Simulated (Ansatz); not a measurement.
The calculation used DFT PBE, scalar-relativistic, plane waves, PAW in Ansatz. Settings: cutoff 420 eV, Γ-centred meshes spaced at most about 0.3 Å⁻¹, and about 0.25 Å⁻¹ or finer for metals (2π included), Gaussian smearing. No spin polarisation in the final relaxations.

These are static total energies at zero pressure.

Two forms of Mg2Si3N were relaxed alike.

A.

Space group Cmmm (No. 65). a = 6.614 Å, b = 9.204 Å, c = 3.649 Å, α = 90.00°, β = 90.00°, γ = 90.00°
```json
{"atom": "Mg", "site": "4f", "symmetry": "..2/m", "x": "0.2500", "y": "0.2500", "z": "0.5000"}
{"atom": "Si", "site": "4g", "symmetry": "2mm", "x": "0.7456", "y": "0.0000", "z": "0.0000"}
{"atom": "Si", "site": "2c", "symmetry": "mmm", "x": "0.5000", "y": "0.0000", "z": "0.5000"}
{"atom": "N", "site": "2a", "symmetry": "mmm", "x": "0.0000", "y": "0.0000", "z": "0.0000"}
```

B.

Space group Pmmm (No. 47). a = 3.046 Å, b = 4.048 Å, c = 7.838 Å, α = 90.00°, β = 90.00°, γ = 90.00°
| atom | site | symmetry | x | y | z |
| --- | --- | --- | --- | --- | --- |
| Mg | 2t | mm2 | 0.5000 | 0.5000 | 0.2945 |
| Si | 1d | mmm | 0.5000 | 0.0000 | 0.5000 |
| Si | 1b | mmm | 0.5000 | 0.0000 | 0.0000 |
| Si | 1e | mmm | 0.0000 | 0.5000 | 0.0000 |
| N | 1g | mmm | 0.0000 | 0.5000 | 0.5000 |

Problem. Which would you expect to be lower, and how large is the difference?

Solution. A is lower, by 136 meV/atom. A has space group Cmmm (No. 65), 18.5 Å³/atom and no gap on its mesh; B has space group Pmmm (No. 47), 16.1 Å³/atom and no gap. Counting Mg or Si atoms around N (for each partner element, those within 1.25 times its shortest distance or 1.15 times the sum of covalent radii, where it is the nearest in units of that sum or under 1.3), A has N 2 and B has N 4. A holds Si–Si chains (shortest 2.44 Å); B holds Si–Si nets (shortest 2.53 Å). The lower one is the more open, so pressure narrows the difference. Even the lower one lies +0.24 eV/atom against the reference forms of the elements (uncorrected), so neither is stable at this level. In A, Mg is surrounded by 6 Si at 2.83–2.94 Å, 2 Mg at 3.31 Å, 4 N at 3.37 Å and 2 Mg at 3.65 Å; Si on a site of symmetry 2mm is surrounded by 1 N at 1.68 Å, 2 Si at 2.44 Å and 4 Mg at 2.94 Å; N has 2 Si at 1.68 Å and 8 Mg at 3.37 Å; 1 more site not described. In B, Mg is surrounded by 2 N at 2.22 Å, 2 Si at 2.59 Å, 2 Si at 2.77 Å, 3 Mg at 3.05–3.22 Å and 2 Si at 3.07 Å; around Si on its first site lie 4 N at 2.53 Å, 4 Mg at 2.59 Å and 2 Si at 3.05 Å; N is surrounded by 4 Mg at 2.22 Å and 4 Si at 2.53 Å; 2 more sites not described. Both come from invented guesses.

Cells relaxed within their symmetry can be saddle points.

The preference for A most likely comes from how each structure binds nitrogen. In A, N sits between two Si at 1.68 Å, a short, strong and polar covalent bond, and the Si–Si contacts of 2.44 Å are close to a normal single bond. In B, N has only Mg at bonding distance. Its Si neighbours at 2.53 Å are much too far for a regular Si–N bond, and the Si site next to N has no close Si partner to compensate. The denser packing of B evidently doesn't make up for this loss.

A is still poorly bonded for a nitride: N in silicon nitrides normally binds three Si, and two-coordinate N probably contributes to the positive energy against the elements. The missing gap needs no special bonding picture, since both primitive cells hold an odd number of valence electrons, which leaves a band partly filled when the spins are paired. Mg2Si and MgSiN2, both known compounds, would be a stricter test of stability than the elements.
